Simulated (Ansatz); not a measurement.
Runs of Ansatz 0.2.0 on Al2O3. The structure is hexagonal, space group P-6m2 (No. 187). The conventional cell has a = 2.884 Å, b = 2.884 Å, c = 9.337 Å, α = 90.00°, β = 90.00°, γ = 120.00°. Around Al (site symmetry 3m) lie 3 O at 1.80 Å. O (site symmetry 3m) has 3 Al at 1.80 Å as nearest neighbours. O (site symmetry -6m2) is surrounded by 6 Al at 2.18 Å. Measurements of this composition are mostly on another form, of space group No. 167.

| task | level | cell | smearing | points for each segment of the path | gap on the mesh (eV) | pressure (GPa) | largest force (eV/Å) |
| --- | --- | --- | --- | --- | --- | --- | --- |
| band structure | PBE | as given | fermi-dirac 0.05 eV | 14 | 4.79 | 0.1 | 0.04 |
| band structure | LDA | as given | fermi-dirac 0.05 eV | 14 | 4.76 | -7.0 | (a) |
| relaxation of cell and atoms | PBE | relaxed | fermi-dirac 0.05 eV | - | 4.78 | 0.0 | - |
| single point | PBE | as given | gaussian 0.011 eV | - | 4.79 | 0.1 | 0.04 |

Alike in all rows: potentials or basis Ansatz PAW; no spin polarisation; k mesh 11 × 11 × 3; cutoff (eV) 420.

Q: Estimate the missing entries.

A: (a) 0.53.

Caveats: odd divisions of the mesh miss points on the zone boundary, where band edges often lie, so the gap on the mesh can be too wide (some runs); the PAW data sets come from PBE, with cores solved anew for the run's functional, which leaves a small shift of forces and pressure (some runs); the plane-wave basis is chosen anew once the cell has moved, so the energies of steps on either side of that aren't comparable (some runs).

A k mesh can miss the band edges.
